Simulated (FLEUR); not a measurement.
CuI (Marshite) under changes of volume

One of the cells (27.859 Å³/atom); the others are scaled copies at fixed shape and fractional positions:

```
CELL_PARAMETERS angstrom
0.00000 3.03150 3.03150
3.03150 0.00000 3.03150
3.03150 3.03150 0.00000
ATOMIC_POSITIONS crystal
I 0.00000 0.00000 0.00000
Cu 0.75000 0.75000 0.75000
```

- Program: FLEUR MaX-R8.1 (later development tree)
- Functional: r2SCAN
- Potentials or basis: all-electron
- Basis: FLAPW
- Kmax: 4.54 1/bohr
- k mesh: 8 × 8 × 8
- Occupations: fermi-dirac, width 0.05 eV
- Spin: no spin polarisation

| volume (Å³/atom) | energy over the lowest point (meV/atom) | gap on the mesh (eV) |
| --- | --- | --- |
| 26.188 | 5.31 | 1.79 |
| 26.745 | 0.21 | 1.72 |
| 27.859 | 0.00 | 1.60 |
| 28.974 | 10.61 | 1.49 |
| 29.531 | ? | ? |

Task: What does the run at 29.531 Å³/atom give?

Result: Energy over the lowest point 19.13 meV/atom; gap on the mesh 1.44 eV.

Worked out: A Birch-Murnaghan fit of order 2 (a polynomial in V^(-2/3)) to the other rows has its minimum at 27.32 Å³/atom with B0 = V·E''(V) = 42 GPa. It gives 19.42 meV/atom at 29.531 Å³/atom, against the run's 19.13. A straight line through the other rows of the gap, of slope -2.95 eV per unit of ln V (its deformation potential), extrapolates to 1.43 eV, against the run's 1.44.

Energies are extrapolated to zero smearing.

Caveats: the meta-GGA is that of a development version, with a GGA for the radial functions and cores and without core tails; spin-orbit coupling is left out, which moves the levels of the heavy elements.
